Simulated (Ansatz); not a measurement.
# PbF2 (Fluorocronite) under changes of volume

One of the cells (17.354 Å³/atom); the others are scaled copies at fixed shape and fractional positions:

```
CELL_PARAMETERS angstrom
0.00000 2.96366 2.96366
2.96366 0.00000 2.96366
2.96366 2.96366 0.00000
ATOMIC_POSITIONS crystal
Pb 0.00000 0.00000 0.00000
F 0.75000 0.75000 0.75000
F 0.25000 0.25000 0.25000
```

| Property | Result |
| --- | --- |
| Program | Ansatz 0.2.0 |
| Functional | r2SCAN |
| Potentials or basis | Ansatz PAW |
| Cutoff | 500 eV (not typed: the program's choice for these potentials) |
| k mesh | 8 × 8 × 8 |
| Occupations | fermi-dirac, width 0.05 eV |
| Spin | no spin polarisation |

| volume (Å³/atom) | energy over the lowest point (meV/atom) | pressure (GPa) | gap on the mesh (eV) |
| --- | --- | --- | --- |
| 16.313 | 15.17 | 5.2 | 4.90 |
| 16.660 | 6.10 | 3.2 | 4.91 |
| 17.007 | ? | ? | ? |
| 17.354 | 0.00 | -0.2 | 4.93 |
| 17.701 | 2.09 | -1.7 | 4.94 |
| 18.048 | 7.14 | -3.0 | 4.94 |
| 18.395 | 14.80 | -4.1 | 4.94 |

Task: What does the run at 17.007 Å³/atom give?

Result: Energy over the lowest point 1.20 meV/atom; pressure 1.4 GPa; gap on the mesh 4.92 eV.

Worked out: A Birch-Murnaghan fit of order 3 (a polynomial in V^(-2/3)) to the other rows has its minimum at 17.30 Å³/atom with B0 = V·E''(V) = 77 GPa and B' = 4.8. It gives 1.20 meV/atom at 17.007 Å³/atom, against the run's 1.20, and -dE/dV = 1.4 GPa, against 1.4. A straight line through the other rows of the gap, of slope 0.361 eV per unit of ln V, gives 4.92 eV, against the run's 4.92.

Energies are extrapolated to zero smearing.

Caveats: spin-orbit coupling is left out, which as a rule narrows the gap of such compounds by several tenths of an eV; the PAW data sets come from PBE, with cores solved anew for the run's functional, which leaves a small shift of forces and pressure.

A mesh can miss the band edges.
